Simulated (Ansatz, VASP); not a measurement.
**Rh in VASP and in Ansatz**

The input INCAR:

```
SYSTEM = Rh
PREC     = Accurate       ! precision mode
ENCUT    = 520            ! plane-wave cutoff, eV
EDIFF    = 1E-6           ! SCF threshold, eV
ISMEAR   = 0              ! smearing method
SIGMA    = 0.1            ! smearing width, eV
LREAL    = .FALSE.        ! projectors in reciprocal space
LASPH    = .TRUE.         ! aspherical terms in the spheres
NELM     = 100            ! most SCF steps
ALGO     = Fast           ! electronic algorithm
ISIF     = 2              ! what is computed and relaxed
LWAVE    = .FALSE.        ! write WAVECAR
LCHARG   = .FALSE.        ! write CHGCAR
GGA      = PE             ! functional
NBANDS   = 30             ! bands
```

KPOINTS

```
regular mesh
0
G
  9 9 9
  0 0 0
```

POSCAR

```
Rh
1.0
    1.4210446743      0.8204405252      6.8678197437
   -1.4210446743      0.8204405252      6.8678197437
    0.0000000000     -1.6408810505      6.8678197437
Rh
3
Direct
    0.0000000000      0.0000000000      0.0000000000
    0.2222200000      0.2222200000      0.2222200000
    0.7777800000      0.7777800000      0.7777800000
```

Input for Ansatz:

```yaml
crystal:
  lattice:
    - [1.4210446743, 0.8204405252, 6.8678197437]
    - [-1.4210446743, 0.8204405252, 6.8678197437]
    - [0.0, -1.6408810505, 6.8678197437]
  atoms:
    - { symbol: Rh, position: [0.0, 0.0, 0.0] }
    - { symbol: Rh, position: [0.22222, 0.22222, 0.22222] }
    - { symbol: Rh, position: [0.77778, 0.77778, 0.77778] }
basis:
  ecutwfc: 420
kpoints:
  mp_grid: { grid: [9, 9, 9] }
hamiltonian:
  xc: pbe
scf:
  occupations: { method: gaussian, width: 0.1 }
  lower_state_search: "off"
output:
  forces: true
  stress: true
  eigenvalues: true
```

Alike in both runs: task single point; functional PBE; k mesh 9 × 9 × 9; occupations gaussian, width 0.1 eV; no spin polarisation.

|  | VASP | Ansatz |
| --- | --- | --- |
| version | VASP 6.6.1 | Ansatz 0.2.0 |
| potentials or method | VASP PAW PBE potentials, release 64 (Rh_pv) | scalar-relativistic, plane waves, PAW |
| plane-wave cutoff (eV) | 520 | 420 |
| valence electrons in the cell | 45 | 51 |

|  | VASP | Ansatz | Ansatz less VASP |
| --- | --- | --- | --- |
| gap on the k mesh at the Fermi level (eV) | none | none | - |
| pressure (GPa) | -23.4 | -23.5 | -0.04 |
| largest component of the traceless stress (GPa) | 0.77 | 0.76 | -0.011 |
| rms of the force components (eV/Å) | 0.046 | 0.047 | +0.0005 |

Atom by atom the forces differ by 0.000 eV/Å (rms over components). A gap of «none» marks a metal or a gap that the smearing closes. The two sets of potentials don't hold the same shells in valence.

Caveats: so large a pressure means that the cell lies far from this level's equilibrium, or that cutoff or potentials fall short (VASP).
